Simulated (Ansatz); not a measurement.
# MgSi (P4/mmm) in Ansatz: convergence with ecutfock ratio

Aim: find how far ecutfock ratio must go before the results for MgSi settle, at HSE06. This setting moves, with any that are tied to it; all else stays.

All numbers are computed with Ansatz 0.2.0; they aren't measurements. Logs are shortened: lines on timing, memory, paths and dates and some standing lists are left out, and cuts for length are marked.

### Step 1. The structure

It takes space group P4/mmm (No. 123, tetragonal). The conventional cell has a = 2.908 Å, b = 2.908 Å, c = 4.103 Å, α = 90.00°, β = 90.00°, γ = 90.00°. Around Si (site symmetry 4/mmm) lie 8 Mg at 2.90 Å and 4 Si at 2.91 Å. Around Mg (site symmetry 4/mmm) lie 8 Si at 2.90 Å and 4 Mg at 2.91 Å.

The cell comes from a database or a generator and needn't be the stable form of this composition.

### Step 2. With ecutfock ratio 1

Contents of input.yaml:

```yaml
crystal:
  lattice:
    - [2.908394, 0.0, 0.0]
    - [0.0, 2.908394, 0.0]
    - [0.0, 0.0, 4.103427]
  atoms:
    - { symbol: Si, position: [0.5, 0.5, 0.5] }
    - { symbol: Mg, position: [0.0, 0.0, 0.0] }
hamiltonian:
  xc: hse06
  pseudopotentials: { kind: paw }
kpoints:
  mp_grid: { grid: [5, 5, 4] }
scf:
  occupations: { method: gaussian, width: 0.05 }
  exx: { ecutfock_ratio: 1 }
output:
  forces: true
  stress: true
  eigenvalues: true
```

Potentials or basis: Ansatz PAW.

Launch:

```console
> ansatz run input.yaml --threads 2 --pin off --max-ram 5632MiB --backend cpu --events-out ev --progress --plain --runs-dir out
```

It took 5.9 s on 2 threads of Arm Neoverse V1, shared host; peak memory 0.5 GiB.

What came out:

* Free energy: -2559.8776 eV
* Pressure: -0.4 GPa
* Band gap on the k mesh: none (metal or under the smearing width)

### Step 3. With ecutfock ratio 2

input.yaml, as its differences from that of step 2:

```diff
@@ -15,3 +15,3 @@
   occupations: { method: gaussian, width: 0.05 }
-  exx: { ecutfock_ratio: 1 }
+  exx: { ecutfock_ratio: 2 }
 output:
```

Potentials or basis: Ansatz PAW.

Launch:

```console
> ansatz run input.yaml --threads 2 --pin off --max-ram 5632MiB --backend cpu --events-out ev --progress --plain --runs-dir out
```

It took 7 s on 2 threads of Arm Neoverse V1, shared host; peak memory 0.57 GiB.

Results:

- Free energy: -2559.9137 eV
- Pressure: -0.4 GPa
- Band gap on the k mesh: none (metal or under the smearing width)

### Step 4. With ecutfock ratio 3

input.yaml, as its differences from that of step 3:

```diff
@@ -15,3 +15,3 @@
   occupations: { method: gaussian, width: 0.05 }
-  exx: { ecutfock_ratio: 2 }
+  exx: { ecutfock_ratio: 3 }
 output:
```

Launch:

```console
> ansatz run input.yaml --threads 2 --pin off --max-ram 5632MiB --backend cpu --events-out ev --progress --plain --runs-dir out
```

Wall time 7.9 s (2 threads of Arm Neoverse V1, shared host); peak memory 0.62 GiB.

The run converged. Its results:

| Property | Result |
| --- | --- |
| Free energy | -2559.9139 eV |
| Pressure | -0.4 GPa |
| Band gap on the k mesh | none (metal or under the smearing width) |

### Step 5. With ecutfock ratio 4

input.yaml, as its differences from that of step 4:

```diff
@@ -15,3 +15,3 @@
   occupations: { method: gaussian, width: 0.05 }
-  exx: { ecutfock_ratio: 3 }
+  exx: { ecutfock_ratio: 4 }
 output:
```

Potentials or basis: Ansatz PAW.

Launch:

```console
> ansatz run input.yaml --threads 2 --pin off --max-ram 5632MiB --backend cpu --events-out ev --progress --plain --runs-dir out
```

What it wrote:

```text
Warning: output.stress: scf.convergence.dr2_threshold = 1e-7 eV (the SCF's general default) is looser than the 2e-10 eV advised for a printed stress (1e-10 eV for each atom of the cell: 2). What an SCF threshold leaves in a stress goes as its square root, and in the free energy as the threshold itself, and one threshold admits the most on a small cell: of the crystals measured, under no hybrid functional and no lock of the moments, on runs that ended without the residual-converged pass, on stresses that held no estimate of that error, the worst erred by over 100 MPa in a component at 1e-7 eV an atom and by under 5 at 1e-10. Set scf.convergence.dr2_threshold to 2e-10 eV or tighter. The threshold is an SCF's pass mark: one that does not reach it within its budget of iterations ends unconverged, or closes short of it on a stop that the run arms, and scf.convergence.dr2_threshold's page says what that costs each kind of run
Warning: output.stress: scf.exx.energy_threshold = 1e-6 eV is looser than the 2e-8 eV advised for a stress under a hybrid functional (1e-8 eV for each atom of the cell: 2). Every SCF of the exchange loop can meet its threshold on dr2 while the loop round them stops early: no threshold on dr2 bounds what that leaves in the stress. Set scf.exx.energy_threshold to 2e-8 eV or tighter. The threshold is the loop's pass mark: a loop that does not reach it within its budget of cycles ends unconverged, and scf.exx.energy_threshold's page has the law
Warning: RAYON_NUM_THREADS=2 ignored (pool sized by the plan → 2); use --threads N
Engine: ansatz 0.2.0, aarch64-unknown-linux-gnu
Pseudopotentials: kind: paw
Pseudopotential: Si, paw, valence charge 4, recommended cutoff 420 eV (normal), Si.paw.azcp
Pseudopotential: Mg, paw, valence charge 10, recommended cutoff 420 eV (normal), Mg.paw.azcp
Functional definition: HSE06
  parameter a = 0.25
  parameter omega = 0.11/bohr
  exchange = pbe_x - a*pbe_x_sr(omega) + a*exact_x_sr(omega)
  correlation = pbe_c
Crystal: 2 atoms, lattice volume = 34.710 Å³
Basis set: ecut = 420 eV, 673 PW (Γ), exchange–correlation on 40×40×60 points (8 copies of the dense FFT grid, shifted against one another)
Bands: 11, of which v1, the nominal top of the filled ones, is band 7 counted from 1 (6 counted from 0)
Symmetry: 16 space group operations
Space group: P4/mmm (ITA 123), of the structure as read, at distance tolerance 3.3e-5 Å
k-points: 18 of 100
Non-local potential: Si, projectors of the file, l = 0: 2, l = 1: 2, l = 2: 2
Non-local potential: Mg, projectors of the file, l = 0: 3, l = 1: 2, l = 2: 1
PAW form: soft (Blöchl's): semilocal exchange-correlation on the pseudo side does not see the compensation charge
PAW frozen core: Si, regenerated for the run's functional, and the local potential with it (the file was generated under x = pbe(κ = 0.804, μ = 0.2195149727645171), c = pbe(β = 0.06672455060314922))
PAW frozen core: Mg, regenerated for the run's functional, and the local potential with it (the file was generated under x = pbe(κ = 0.804, μ = 0.2195149727645171), c = pbe(β = 0.06672455060314922))
PAW one-centre angular grid: Si, 110 points (default); XC on 64 Gauss nodes
PAW one-centre angular grid: Mg, 110 points (default); XC on 96 Gauss nodes
Initial density: superposition of atomic densities (neutral atoms: chi_scale 0, normalization atom), corrected by the library's trained network
[... 39 lines left out ...]
Harris-Foulkes:  -2559.913873 eV  (|F-HF|=6.03e-10)
Internal energy: -2559.912703 eV  (E = F + TS)
E sigma→0 (E₀):  -2559.913288 eV
Entropy (-TS):   -0.001170 eV (-0.585 meV/atom)
Fermi energy:    8.380988 eV
--- Per-component energies (eV) ---
  E_band       = -357.285809
  E_kinetic    = 115.473066
  E_local      = -1654.325066  (includes V_loc(G=0)·N_el)
  E_nonlocal   = 119.820286
  E_hartree    = 606.673046
  E_xc         = -69.134691
  E_vxc        = -68.888876  (∫ρ·V_xc dr)
  E_exx        = -56.418434  (= α·E_x^exact, valence–valence)
  E_paw        = -763.538067  (= ΣΔE_a)
  E_vpaw       = 30.124153  (= ΣTr[D̂ρ^β])
  E_aug_tail   = -0.000001  (compensation charges beyond the density's cutoff)
  E_ewald      = -858.368845
  E_core_change = -0.093997  (= ΣΔE_core)
  E_smearing   = -0.001170  (= −TS)
  E_closure    = 0.000000  (closes the sum)
  Σ components = -2559.913873   (vs F -2559.913873, Δ=4.55e-13)
--- Forces (eV/Å), atoms counted from 1 ---
  atom   1  Si    -0.00000000     0.00000000     0.00000000
  atom   2  Mg    -0.00000000     0.00000000     0.00000000
  max |Σ_I F_I| component: 2.34e-31 eV/Å
--- Stress (GPa, compression-positive) ---
       -2.225886       0.000000       0.000000
        0.000000      -2.225886       0.000000
        0.000000       0.000000       3.269177
  P = ⅓ Tr σ = -0.3942 GPa (-3.942 kbar)
--- Band table (eV; the first three rows and the last of 18) ---
  k-point 0: bands = ["-73.3345", "-38.2122", "-38.2079", "-38.2079", "-4.4497", "4.9669", "7.3804", "13.2978", "13.2978", "14.2724", "17.4747"]
  k-point 1: bands = ["-73.3345", "-38.2127", "-38.2079", "-38.2079", "-4.0014", "2.0362", "11.4678", "13.5544", "13.5544", "14.7946", "17.8961"]
  k-point 2: bands = ["-73.3345", "-38.2133", "-38.2079", "-38.2079", "-3.3285", "0.2289", "13.8697", "13.8697", "15.7211", "16.7618", "17.5405"]
  k-point 17: bands = ["-73.3280", "-38.2451", "-38.2446", "-38.2036", "2.3236", "5.9244", "6.0493", "7.0344", "10.2008", "10.7606", "11.7053"]
```

Wall time 7.8 s (2 threads of Arm Neoverse V1, shared host); peak memory 0.64 GiB.

What came out:

```
Free energy            : -2559.9139 eV
Pressure               : -0.4 GPa
Band gap on the k mesh : none (metal or under the smearing width)
```

### Step 6. Summary

| ecutfock ratio | energy less the tightest run, at zero smearing (meV/atom) | SCF cycles | CPU time (s) | peak memory (GiB) |
| --- | --- | --- | --- | --- |
| 1 | 18.14 | 14 | 11 | 0.5 |
| 2 | 0.07 | 14 | 13 | 0.57 |
| 3 | 0.00 | 14 | 15 | 0.62 |
| 4 | 0.00 | 14 | 14 | 0.64 |

Against the tightest run, the energy stays within 1 meV/atom from 2 on. The tightest run that finished is the yardstick and may itself not be fully converged.

Caveats: all runs use coarse meshes; the PAW data sets come from PBE, with cores solved anew for the run's functional, which leaves a small shift of forces and pressure; the thresholds are loose for stress.
